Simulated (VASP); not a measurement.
Crystal: YN.

```
CELL_PARAMETERS angstrom
0.00000 2.44836 2.44836
2.44836 0.00000 2.44836
2.44836 2.44836 0.00000
ATOMIC_POSITIONS crystal
Y 0.00000 0.00000 0.00000
N 0.50000 0.50000 0.50000
```

The cell comes from a database or a generator and needn't be the stable form of this composition.

| Property | Result |
| --- | --- |
| Program | VASP 6.6.1 |
| Task | relaxation of cell and atoms |
| Functional | PBEsol |
| Potentials or basis | VASP PAW PBE potentials, release 64 (Y_sv, N) |
| Cutoff | 600 eV |
| k mesh | 4 × 4 × 4 |
| Occupations | gaussian, width 0.1 eV |
| Spin | no spin polarisation |

At the start: pressure -3.8 GPa; volume 14.68 Å³/atom.

How do energy, volume and symmetry change on relaxing?

Over 3 steps the energy falls by 4.1 meV/atom and the volume is 14.34 Å³/atom (-2.3 %); space group Fm-3m (No. 225, to 0.05 Å).

Step by step:
```csv
step,energy change (eV),largest force (eV/Å),pressure (GPa),volume (Å³)
1,0.0000,0.0000,-3.77,29.35
2,0.0028,0.0000,4.77,27.91
3,-0.0082,0.0000,-0.02,28.67
```

Final structure:
```cif
data_structure
_symmetry_space_group_name_H-M 'P 1'
_symmetry_Int_Tables_number 1
_cell_length_a 3.4356
_cell_length_b 3.4356
_cell_length_c 3.4356
_cell_angle_alpha 60.000
_cell_angle_beta 60.000
_cell_angle_gamma 60.000
_cell_volume 28.67
loop_
_atom_site_label
_atom_site_type_symbol
_atom_site_fract_x
_atom_site_fract_y
_atom_site_fract_z
_atom_site_occupancy
Y1 Y 0.00000 0.00000 0.00000 1
N1 N 0.50000 0.50000 0.50000 1
```

Caveat: the k mesh is coarse (spacing up to 0.56 Å⁻¹), so the values aren't converged; the PAW data sets were made with another functional, which shifts forces and pressure a little.
